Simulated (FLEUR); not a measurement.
## WC and the effect of the volume of the cell

It takes space group Fm-3m (No. 225, cubic). Conventional cell: a = 4.385 Å, b = 4.385 Å, c = 4.385 Å, α = 90.00°, β = 90.00°, γ = 90.00°. W (site symmetry m-3m) is surrounded by 6 C at 2.19 Å. Around C (site symmetry m-3m) lie 6 W at 2.19 Å.

The cell is a database's computed one, not the measured one.

Kept alike: task single point; functional PBEsol; k mesh 10 × 10 × 10; occupations fermi-dirac, width 0.05 eV; no spin polarisation. Program: FLEUR, all-electron, FLAPW. The mesh is that of the run's cell of 2 atoms. No spin-orbit coupling.

```tsv
volume of cell, f (times the cell shown)	free energy over the lowest row (meV/atom)
0.8	544.69
0.85	243.91
0.9	72.79
0.95	0.00
1	?
1.05	61.21
1.1	163.69
```

The cell shown is the unstrained one; x, y and z are its Cartesian axes; atoms keep their fractions. For a metal such a mesh leaves the last digits unconverged.

Problem. Fit the rows shown and predict the run at 1 times the cell shown.

Solution. A least-squares cubic through the rows shown is free energy = -28270.1 f³ + 96371.9 f² - 107199 f + 39098.6 (largest miss 3.136); at f = 1 it gives 1.71 meV/atom. The run gave: free energy over the lowest row 2.06 meV/atom.
